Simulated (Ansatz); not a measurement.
# Sr3Te2: from a trial structure to a relaxed crystal

Level of theory: DFT PBE, scalar-relativistic, plane waves, PAW (Ansatz). Cutoff 420 eV, Γ-centred k mesh, Gaussian smearing, no spin polarisation in the final step.

The start puts Sr3Te2 on the anti-tetradymite structure type (R-3m, No. 166), with Te in place of Bi, Sr in place of Te, at a guessed volume.

```yaml
crystal:
  lattice:
    - [2.17787, 1.25739, 10.09552]
    - [-2.17787, 1.25739, 10.09552]
    - [0.00000, -2.51479, 10.09552]
  atoms:
    - { symbol: Sr, position: [0.00000, 0.00000, 0.00000] }
    - { symbol: Sr, position: [0.20950, 0.20950, 0.20950] }
    - { symbol: Sr, position: [0.79050, 0.79050, 0.79050] }
    - { symbol: Te, position: [0.40000, 0.40000, 0.40000] }
    - { symbol: Te, position: [0.60000, 0.60000, 0.60000] }
```

Steps on the 6×6×6 mesh (5 atoms). 7 of 7 steps are shown, and the free energy counts from the last. Trial steps that were taken back and renewals of the plane-wave basis can be among the rows.

```csv
step,ΔF (meV/atom),V (Å³/atom),P (GPa),largest force component (eV/Å)
1,348.3,33.18,9.38,1.105
2,111.7,37.27,4.35,0.520
3,18.4,40.56,1.69,0.165
4,40.1,45.14,-1.48,0.804
5,3.5,42.30,0.48,0.053
6,1.4,43.11,0.03,0.008
7,0.0,43.11,0.09,0.008
```

A final relaxation ran on a 12×12×12 mesh. The relaxed crystal, R-3m (No. 166):

```cif
data_structure
_symmetry_space_group_name_H-M 'R-3m:H'
_symmetry_Int_Tables_number 166
_cell_length_a 4.6636
_cell_length_b 4.6636
_cell_length_c 34.4944
_cell_angle_alpha 90.000
_cell_angle_beta 90.000
_cell_angle_gamma 120.000
_cell_volume 649.72
loop_
_atom_site_label
_atom_site_type_symbol
_atom_site_symmetry_multiplicity
_atom_site_Wyckoff_symbol
_atom_site_fract_x
_atom_site_fract_y
_atom_site_fract_z
_atom_site_occupancy
Sr1 Sr 3 a 0.00000 0.00000 0.00000 1
Sr2 Sr 6 c 0.33333 0.66667 0.88527 1
Te1 Te 6 c 0.66667 0.33333 0.72399 1
```

| Quantity | Value |
| --- | --- |
| Volume per atom | 43.31 Å³ |
| Density | 3.97 g/cm³ |
| Energy over the elements | -1.32 eV/atom |
| Gap on the 12×12×12 mesh | 0 eV (a metal) |

Energies over the elements count from the elements' standard structures at the same level, with no empirical corrections.

The final run used a 12×12×12 mesh on its 5-atom cell and 0.10 eV smearing. The k mesh leaves about 4 meV/atom of noise in metals. Spin–orbit coupling is left out.

A structure relaxed within its symmetry needn't be a true minimum.

Cost: 3 runs of about 9.7 core-minutes in all, on Arm Neoverse V2 (shared hosts).